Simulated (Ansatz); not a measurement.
**AlAs (F-43m): how G0W0 depends on its starting point**

How much of the starting functional survives in the G0W0 gap of AlAs (F-43m)?

Program: Ansatz 0.2.0. Level of theory: G0W0 on several functionals, plane waves, PAW. Results are calculated unless marked as measured.

In doubt: masses and optical values from hybrid runs of this build are listed as unsure (step 4), which bears on the screening that GW takes from such a start.

## Step 1: Starting point

Symmetry: F-43m, No. 216, cubic system. Conventional cell: a = 5.661 Å, b = 5.661 Å, c = 5.661 Å, α = 90.00°, β = 90.00°, γ = 90.00°. Al has 4 As at 2.45 Å nearest. Nearest to As lie 4 Al at 2.45 Å. Farther neighbours are not listed.

The cell and positions come from the Crystallography Open Database and are kept as given unless a step says otherwise.

## Step 2: G0W0 on LDA

G0W0 replaces the xc potential by the self-energy, built once from these orbitals. Only a window of levels is corrected, while the sums run over the empty bands that the input names. This step takes PAW set soft_1 files.

This step: G0W0 on LDA, plane waves, PAW; PAW set soft_1.

Input file input.yaml:

```yaml
crystal:
  lattice:
    - [0.0, 2.8304, 2.8304]
    - [2.8304, 0.0, 2.8304]
    - [2.8304, 2.8304, 0.0]
  atoms:
    - { symbol: Al, position: [0.0, 0.0, 0.0] }
    - { symbol: As, position: [0.25, 0.25, 0.25] }
kpoints:
  mp_grid: { grid: [6, 6, 6] }
hamiltonian:
  xc: lda
  pseudopotentials: { kind: paw, azcp: { folder: soft_1 }, xc_functional: pbe }
scf:
  occupations: { method: fixed }
gw:
  n_empty_bands: 102
  ecut_chi: 100
  qp_bands: [v2, c2]
  qp_kpoints: band_edges
  screening: { model: contour_deformation }
```

Started as:

```sh
ansatz run input.yaml --threads 3 --pin off --max-ram 92160MiB --backend cuda --events-out ev --progress --plain --runs-dir out --devices 1 --max-vram 13GiB
```

Numbers of over 12 decimals in the logs are rounded to 6 here.

Output:

```text
GPUs: using 1 of 1 available (devices: 1).
Engine: ansatz 0.2.0, x86_64-unknown-linux-gnu
Pseudopotentials: kind: paw
Pseudopotential: Al, paw, valence charge 3, recommended cutoff 420 eV (normal), soft_1/Al.paw.azcp
Pseudopotential: As, paw, valence charge 15, recommended cutoff 420 eV (normal), soft_1/As.paw.azcp
Functional definition: SPW92
  exchange = slater_x
  correlation = pw_c
device memory: the entry about to start is reckoned to put 0.4 GiB on a device that reports 52.9 GiB free (of which the cap on the GPU budget leaves the run 13.0 GiB)
GPU FFT provider: cuFFT
GPU libraries: cuBLAS 13.8.2, cuFFT 12.4.0, cuSOLVER 12.3.4
Crystal: 2 atoms, lattice volume = 45.350 Å³
Basis set: ecut = 420 eV, 893 PW (Γ)
Bands: 13, of which v1, the nominal top of the filled ones, is band 9 counted from 1 (8 counted from 0)
Symmetry: 24 space group operations
Space group: F-43m (ITA 216), of the structure as read, at distance tolerance 3.6e-5 Å
k-points: 16 of 216 (time reversal used)
Non-local potential: Al, projectors of the file, l = 0: 2, l = 1: 2, l = 2: 1
Non-local potential: As, projectors of the file, l = 0: 2, l = 1: 2, l = 2: 3, l = 3: 1
PAW form: soft (Blöchl's): semilocal exchange-correlation on the pseudo side does not see the compensation charge
PAW frozen core: Al, regenerated for the run's functional, and the local potential with it (the file was generated under x = pbe(κ = 0.804, μ = 0.219515), c = pbe(β = 0.066725))
PAW frozen core: As, regenerated for the run's functional, and the local potential with it (the file was generated under x = pbe(κ = 0.804, μ = 0.219515), c = pbe(β = 0.066725))
PAW one-centre angular grid: Al, 110 points (default); XC on 64 Gauss nodes
PAW one-centre angular grid: As, 590 points (default); XC on 64 Gauss nodes
Initial density: superposition of atomic densities (chi_scale 0.1, normalization cell, long waves kept (reshape's long-wave potential 0.00 eV rms))
Initial wavefunctions: pseudopotential atomic-orbital guess
GPU buffer pool allocated for 19683 grid points (all kernels)
GPU transforms: local potential and band sums: pruned to the plane-wave sphere, on 25×27×27
Functional: x = slater, c = lda
SCF iter   1: F=—  HF=-5287.740330 eV  |F-HF|=—  |Δ(HF+E_count)|=         —  Δρ=3.74e-2  dr2=7.66e-1  ethr=3.10e-3  ⟨swp⟩=4.0  Hψ=1074  notcnv=0  defer=25
preconditioner: auto → none  [insulator: Δε(μ)=1.907 eV  Ē_g=10.123 eV  n_scr=14 (ndim 8)  ℏωp=15.6 eV  f_vac=0.000  ε∞_Penn≈3.4]
SCF iter   2: F=—  HF=-5287.508218 eV  |F-HF|=—  |Δ(HF+E_count)|=   2.32e-1  Δρ=1.58e-2  dr2=8.42e-2  ethr=3.10e-3  ⟨swp⟩=2.0  Hψ=392  notcnv=0  defer=23
SCF iter   3: F=—  HF=-5287.483286 eV  |F-HF|=—  |Δ(HF+E_count)|=   2.49e-2  Δρ=4.23e-3  dr2=8.39e-3  ethr=4.68e-4  ⟨swp⟩=2.5  Hψ=376  notcnv=0  defer=26
SCF iter   4: F=—  HF=-5287.479804 eV  |F-HF|=—  |Δ(HF+E_count)|=   3.48e-3  Δρ=9.03e-4  dr2=2.10e-4  ethr=4.66e-5  ⟨swp⟩=2.0  Hψ=387  notcnv=0  defer=27
SCF iter   5: F=—  HF=-5287.479758 eV  |F-HF|=—  |Δ(HF+E_count)|=   4.57e-5  Δρ=1.72e-4  dr2=5.09e-6  ethr=1.16e-6  ⟨swp⟩=3.0  Hψ=313  notcnv=0  defer=27
SCF iter   6: F=—  HF=-5287.479758 eV  |F-HF|=—  |Δ(HF+E_count)|=   3.41e-7  Δρ=2.02e-5  dr2=6.70e-8  ethr=5.56e-10  ⟨swp⟩=3.8  Hψ=1002  notcnv=0
SCF iter   7: F=-5287.479758 eV  HF=-5287.479758 eV  |F-HF|=6.15e-10  |Δ(HF+E_count)|=   2.65e-8  Δρ=1.08e-6  dr2=3.36e-10  ethr=3.72e-10  ⟨swp⟩=3.9  Hψ=752  notcnv=0
SCF 1 converged in 7 iterations: F = -5287.479758 eV  dr2 = 3.36e-10
  greatest PAW one-centre occupation: 0.999 electrons in one spin orbital (limit 2), on the As atom at site 1 (counted from 0), in its partial waves of l = 2
device memory: the entry about to start is reckoned to put 0.5 GiB on a device that reports 52.9 GiB free (of which the cap on the GPU budget leaves the run 13.0 GiB)
NSCF: frozen V_eff on 16 k-points, pencils in batches of 32, up to order 52
the band table was solved once the SCF had ended and its energy, with any forces and stress, was formed, with the checks that follow a solve (1215 applications of the Hamiltonian). They found nothing against the state; the energy, forces and stress were not computed again (output.eigenvalues in the input reference)
device memory: the entry about to start is reckoned to put 2.0 GiB on a device that reports 53.4 GiB free (of which the cap on the GPU budget leaves the run 13.0 GiB)
NSCF: frozen V_eff on 16 k-points
G₀W₀ screening: q 1/16
[... further progress lines ...]
device memory: the entry about to start is reckoned to put 0.3 GiB on a device that reports 58.4 GiB free (of which the cap on the GPU budget leaves the run 13.0 GiB)
NSCF: frozen V_eff on 1 k-points
device memory: the entry about to start is reckoned to put 0.3 GiB on a device that reports 58.4 GiB free (of which the cap on the GPU budget leaves the run 13.0 GiB)
NSCF: frozen V_eff on 1 k-points
SCF converged after 7 iterations
Free energy (F): -5287.479758 eV
Harris-Foulkes:  -5287.479758 eV  (|F-HF|=6.15e-10)
Internal energy: -5287.479758 eV  (E = F + TS)
E sigma→0 (E₀):  -5287.479758 eV
Fermi energy:    5.868963 eV
--- Per-component energies (eV) ---
  E_band       = -277.046994
  E_kinetic    = 121.371177
  E_local      = -2387.137150  (includes V_loc(G=0)·N_el)
  E_nonlocal   = -378.967084
  E_hartree    = 1296.823466
  E_xc         = -107.756793
  E_vxc        = -103.689029  (∫ρ·V_xc dr)
  E_paw        = -2377.608253  (= ΣΔE_a)
  E_vpaw       = -122.270774  (= ΣTr[D̂ρ^β])
  E_aug_tail   = -0.000008  (compensation charges beyond the density's cutoff)
  E_ewald      = -1456.336059
  E_core_change = 2.130946  (= ΣΔE_core)
  E_smearing   = -0.000000  (= −TS)
  E_closure    = 0.000000  (closes the sum)
  Σ components = -5287.479758   (vs F -5287.479758, Δ=0.00e0)
--- Band table (eV; the first three rows and the last of 16) ---
  k-point 0: bands = [... 5 lower, -6.0397, 5.8690, 5.8690, 5.8690, 7.7166, 10.1315, 10.1315, 10.1315]
  k-point 1: bands = [... 5 lower, -5.7736, 3.7394, 5.6075, 5.6075, 8.5584, 10.5640, 10.5640, 10.9653]
  k-point 2: bands = [... 5 lower, -5.1017, 1.3543, 5.2097, 5.2097, 8.1124, 10.6996, 10.6996, 13.2219]
  k-point 15: bands = [... 5 lower, -4.0725, 0.6717, 2.9247, 3.1756, 8.9616, 9.9091, 12.9030, 13.6194]
--- G₀W₀: contour deformation, 7 samples at zero and on the imaginary axis and 2 off it, 216 q-points, 102 empty bands' worth ---
  eigenvalues of the whole cell's RPA ε∞ on this k-mesh (on a slab, of 1 + 4πα/V) = 10.8974, 10.8974, 10.8974; static W/v taken at q = 0 is 0.091765
  bands read: the sum over 111 bands ends inside a degenerate multiplet in 5 slots, whose members it reads at an even weight; the widest, k=0: bands 110 to 112 (counted from 1) at 2/3 each
  gw.qp_kpoints: band_edges: 9 of 16 stored k-points solved, in 1 pass; an edge of the gap read off the rows below is read off those points alone
    valence top: of the k-points left out ik 7 came nearest to being solved in a further pass, in band 9 (counted from 1, as in the quasiparticle table): it holds the edge there only if its correction is more favourable than any solved in that band by at least 0.876 eV; those differ by 0.125 eV
    conduction bottom: of the k-points left out ik 10 came nearest to being solved in a further pass, in band 10 (counted from 1, as in the quasiparticle table): it holds the edge there only if its correction is more favourable than any solved in that band by at least 0.660 eV; those differ by 0.476 eV
    ik  band        ε_KS         Σx   Σc(E_QP)       V_xc       Z   E_QP_lin       E_QP  E_QP is
     0     8      5.8690   -15.7811     1.1890   -14.2443  0.7682     5.5198     5.5212  root
     0     9      5.8690   -15.7811     1.1890   -14.2443  0.7682     5.5198     5.5212  root
     0    10      7.7166    -9.7715    -3.8265   -14.3377  0.7813     8.4628     8.4562  root
     0    11     10.1315    -6.6902    -4.3733   -11.4939  0.7609    10.5652    10.5619  root
     1     8      5.6075   -15.6695     1.2582   -14.0494  0.7660     5.2441     5.2457  root
     1     9      5.6075   -15.6695     1.2582   -14.0494  0.7660     5.2441     5.2457  root
     1    10      8.5584    -8.6285    -3.9513   -13.1796  0.7759     9.1630     9.1582  root
     1    11     10.5640    -6.6780    -4.5183   -11.6305  0.7547    11.0019    10.9983  root
     2     8      5.2097   -15.6641     1.4164   -13.8589  0.7621     4.8189     4.8208  root
     2     9      5.2097   -15.6641     1.4164   -13.8589  0.7621     4.8189     4.8208  root
     2    10      8.1124    -8.0588    -3.8449   -12.4395  0.7794     8.6519     8.6483  root
     2    11     10.6996    -6.0664    -4.5390   -11.0063  0.7566    11.1037    11.1005  root
     3     8      5.0492   -15.6972     1.4873   -13.8096  0.7604     4.6468     4.6490  root
     3     9      5.0492   -15.6972     1.4873   -13.8096  0.7604     4.6468     4.6490  root
     3    10      7.8840    -8.0870    -3.7785   -12.3915  0.7808     8.4134     8.4100  root
     3    11     10.5180    -5.8043    -4.4640   -10.6492  0.7608    10.9016    10.8990  root
     4     8      5.0877   -15.3706     1.4110   -13.5671  0.7614     4.6932     4.6952  root
     4     9      5.0877   -15.3706     1.4110   -13.5671  0.7614     4.6932     4.6952  root
     4    10      9.0968    -6.4469    -4.0730   -10.9032  0.7730     9.4823     9.4801  root
     4    11      9.6635    -9.2600    -4.1562   -14.0449  0.7669    10.2989    10.2923  root
     6     8      3.7448   -15.0748     1.8286   -12.8312  0.7454     3.3266     3.3298  root
     6     9      4.6108   -15.4703     1.6244   -13.4214  0.7560     4.1837     4.1864  root
     6    10      8.7465    -6.9810    -3.9653   -11.3679  0.7769     9.1706     9.1682  root
     6    11     10.5692    -6.8040    -4.4508   -11.6896  0.7583    11.0079    11.0041  root
[...]
9     8      4.0822   -15.3301     1.8342   -13.0421  0.7491     3.6249     3.6285  root
     9     9      4.0822   -15.3301     1.8342   -13.0421  0.7491     3.6249     3.6285  root
     9    10      7.7812    -5.9677    -3.7474   -10.0203  0.7833     8.0875     8.0864  root
     9    11      8.7819    -6.3042    -3.9505   -10.6300  0.7803     9.1592     9.1573  root
    12     8      3.7017   -15.3644     1.9997   -12.8921  0.7435     3.2248     3.2291  root
    12     9      3.7017   -15.3644     1.9997   -12.8921  0.7435     3.2248     3.2291  root
    12    10      7.2155    -5.5334    -3.6463    -9.4434  0.7875     7.4800     7.4792  root
    12    11      8.0768    -6.5499    -3.7302   -10.6355  0.7841     8.4337     8.4322  root
```

The job ended after 14 s (1 × NVIDIA H100 80GB HBM3 (shared by 6 runs) with 3 threads of AMD EPYC 7R13 (Zen 3), shared host; peak memory 1.1 GiB).

The column dr2 measures how far the density is from self-consistency, as an energy; F and HF (Harris–Foulkes) agree once it is small.

This step gave:

```
bands summed                                 : 111
RPA ε∞ on this mesh (eigenvalues)            : 10.90, 10.90, 10.90
plane waves in the screening matrix          : 113
q-points in the mesh                         : 216
G0W0 gap on the mesh                         : 1.958 eV
k of the valence top                         : 0, 0, 0
k of the conduction bottom                   : 0, -0.5, -0.5
starting gap on the mesh                     : 1.347 eV
Z at the valence top                         : 0.7682
Z at the conduction bottom                   : 0.7875
least direct G0W0 gap on the computed points : 2.935 eV
```

The gap on the mesh goes from 1.35 eV to 1.96 eV, a correction of +0.61 eV. Between the two edge states, bare exchange in place of the xc potential would open the gap by 5.45 eV, and correlation takes back 4.84 eV.

## Step 3: G0W0 on PBE

The same correction from a different start measures what one shot leaves open.

This step: G0W0 on PBE, plane waves, PAW; PAW set soft_1.

Changes to input.yaml since step 2:

```diff
@@ -11,4 +11,4 @@
 hamiltonian:
-  xc: lda
-  pseudopotentials: { kind: paw, azcp: { folder: soft_1 }, xc_functional: pbe }
+  xc: pbe
+  pseudopotentials: { kind: paw, azcp: { folder: soft_1 } }
 scf:
```

Output:

```text
GPUs: using 1 of 1 available (devices: 1).
[...]
GPU FFT provider: cuFFT
GPU libraries: cuBLAS 13.8.2, cuFFT 12.4.0, cuSOLVER 12.3.4
Crystal: 2 atoms, lattice volume = 45.350 Å³
Basis set: ecut = 420 eV, 893 PW (Γ)
Bands: 13, of which v1, the nominal top of the filled ones, is band 9 counted from 1 (8 counted from 0)
Symmetry: 24 space group operations
[...]
k-points: 16 of 216 (time reversal used)
[...]
GPU buffer pool allocated for 19683 grid points (all kernels)
[...]
SCF iter   1: F=—  HF=-5394.730708 eV  |F-HF|=—  |Δ(HF+E_count)|=         —  Δρ=3.67e-2  dr2=6.87e-1  ethr=3.10e-3  ⟨swp⟩=4.0  Hψ=1075  notcnv=0  defer=24
[...]
SCF iter   7: F=-5394.599630 eV  HF=-5394.599630 eV  |F-HF|=4.75e-10  |Δ(HF+E_count)|=   1.85e-7  Δρ=1.63e-6  dr2=1.32e-9  ethr=5.56e-10  ⟨swp⟩=4.6  Hψ=893  notcnv=0
SCF 1 converged in 7 iterations: F = -5394.599630 eV  dr2 = 1.32e-9
[...]
NSCF: frozen V_eff on 16 k-points, pencils in batches of 32, up to order 52
[...]
NSCF: frozen V_eff on 16 k-points
G₀W₀ screening: q 1/16
[... further progress lines ...]
[...]
SCF converged after 7 iterations
Free energy (F): -5394.599630 eV
[...]
Internal energy: -5394.599630 eV  (E = F + TS)
E sigma→0 (E₀):  -5394.599630 eV
Fermi energy:    6.114961 eV
[...]
--- Band table (eV; the first three rows and the last of 16) ---
  k-point 0: bands = [... 5 lower, -5.7466, 6.1150, 6.1150, 6.1150, 8.1705, 10.4150, 10.4150, 10.4150]
  k-point 1: bands = [... 5 lower, -5.4790, 4.0229, 5.8533, 5.8533, 8.9453, 10.8499, 10.8499, 11.3152]
  k-point 2: bands = [... 5 lower, -4.8022, 1.6315, 5.4545, 5.4545, 8.4900, 10.9857, 10.9857, 13.6177]
  k-point 15: bands = [... 5 lower, -3.7596, 0.9326, 3.1876, 3.4353, 9.2899, 10.2371, 13.2428, 13.9531]
[...]
0     8      6.1150   -15.7604     1.2617   -13.9383  0.7703     5.5510     5.5545  root
     0     9      6.1150   -15.7604     1.2617   -13.9383  0.7703     5.5510     5.5545  root
     0    10      8.1705    -9.6608    -3.7830   -13.8774  0.7832     8.6061     8.6040  root
     0    11     10.4150    -6.6754    -4.2802   -11.2063  0.7642    10.6667    10.6657  root
     1     8      5.8533   -15.6525     1.3309   -13.7492  0.7680     5.2771     5.2810  root
     1     9      5.8533   -15.6525     1.3309   -13.7492  0.7680     5.2771     5.2810  root
     1    10      8.9453    -8.5108    -3.8966   -12.7489  0.7780     9.2883     9.2868  root
     1    11     10.8499    -6.6583    -4.4215   -11.3340  0.7580    11.1053    11.1041  root
[...]
12     8      3.9487   -15.3626     2.0720   -12.6169  0.7459     3.2665     3.2750  root
    12     9      3.9487   -15.3626     2.0720   -12.6169  0.7459     3.2665     3.2750  root
    12    10      7.5569    -5.5225    -3.5796    -9.1299  0.7895     7.5848     7.5848  root
    12    11      8.4168    -6.5275    -3.6609   -10.3137  0.7861     8.5422     8.5420  root
```

Run time: 17 s. Hardware: 1 × NVIDIA H100 80GB HBM3 (shared by 6 runs) with 3 threads; peak memory 1.1 GiB.

This step gave:

```
bands summed                                 : 111
RPA ε∞ on this mesh (eigenvalues)            : 10.13, 10.13, 10.13
plane waves in the screening matrix          : 113
q-points in the mesh                         : 216
G0W0 gap on the mesh                         : 2.030 eV
k of the valence top                         : 0, 0, 0
k of the conduction bottom                   : 0, -0.5, -0.5
starting gap on the mesh                     : 1.442 eV
Z at the valence top                         : 0.7703
Z at the conduction bottom                   : 0.7895
least direct G0W0 gap on the computed points : 3.049 eV
```

Against the run with 6×6×6 mesh, 102 empty bands, screening to 100 eV, PAW set soft_1 files on LDA, the gap moves by +0.07 eV, while the start moved by +0.10 eV.

## Step 4: G0W0 on HSE06

This step: G0W0 on HSE06, plane waves, PAW; PAW set soft_1.

Changes to input.yaml since step 3:

```diff
@@ -11,3 +11,3 @@
 hamiltonian:
-  xc: pbe
+  xc: hse06
   pseudopotentials: { kind: paw, azcp: { folder: soft_1 } }
```

Output:

```text
GPUs: using 1 of 1 available (devices: 1).
[...]
davidson cushion auto → on  (no smearing: the cushion is to keep the highest requested band from converging to the state above it; pin scf.eigensolver.cushion to override)
[...]
GPU FFT provider: cuFFT
GPU libraries: cuBLAS 13.8.2, cuFFT 12.4.0, cuSOLVER 12.3.4
Crystal: 2 atoms, lattice volume = 45.350 Å³
Basis set: ecut = 420 eV, 893 PW (Γ)
[...]
1    10      9.3578    -8.1984    -3.7942   -12.1528  0.8007     9.5181     9.5178  root
     1    11     11.2967    -6.5056    -4.1912   -10.7452  0.7842    11.3453    11.3452  root
[...]
12     8      3.2947   -15.3900     1.8838   -13.2499  0.7726     3.0375     3.0383  root
    12     9      3.2947   -15.3900     1.8838   -13.2499  0.7726     3.0375     3.0383  root
    12    10      7.7481    -5.3532    -3.4884    -8.8235  0.8110     7.7301     7.7301  root
    12    11      8.6624    -6.3397    -3.5404    -9.9218  0.8082     8.7041     8.7040  root
[key lines of the parts left out:]
Free energy (F): -5396.333874 eV
Fermi energy:    5.668584 eV
```

Run time: 41 s. Hardware: 1 × NVIDIA H100 80GB HBM3 (shared by 6 runs) with 3 threads; peak memory 1.3 GiB.

Numbers from this step:

```
bands summed                                 : 111
RPA ε∞ on this mesh (eigenvalues)            : 7.544, 7.544, 7.544
plane waves in the screening matrix          : 113
G0W0 gap on the mesh                         : 2.324 eV
k of the valence top                         : 0, 0, 0
k of the conduction bottom                   : 0, -0.5, -0.5
starting gap on the mesh                     : 2.080 eV
least direct G0W0 gap on the computed points : 3.451 eV
```

Against the run with 6×6×6 mesh, 102 empty bands, screening to 100 eV, PAW set soft_1 files on PBE, the gap moves by +0.29 eV, while the start moved by +0.64 eV.

(Continued in part 2 of 2.)

[Paths, hosts, dates, memory and timing lines, banners, echoed tables and standing remarks are left out of the program output.]

[Logs are printed without paths, hosts, clocks, repeated set-up lines and the standing remarks that a program may print on its own settings, such as how far it seeks lower states.]

[Runs of the session that timed out or met a known fault of the program may be left out.]

[Cells called generated may have been cut or substituted from an entry of the Crystallography Open Database or the Materials Project.]

[Hosts, paths, dates, database ids (printed as entryN), source tags and the programs' standing remarks are cut or masked in the printed files.]
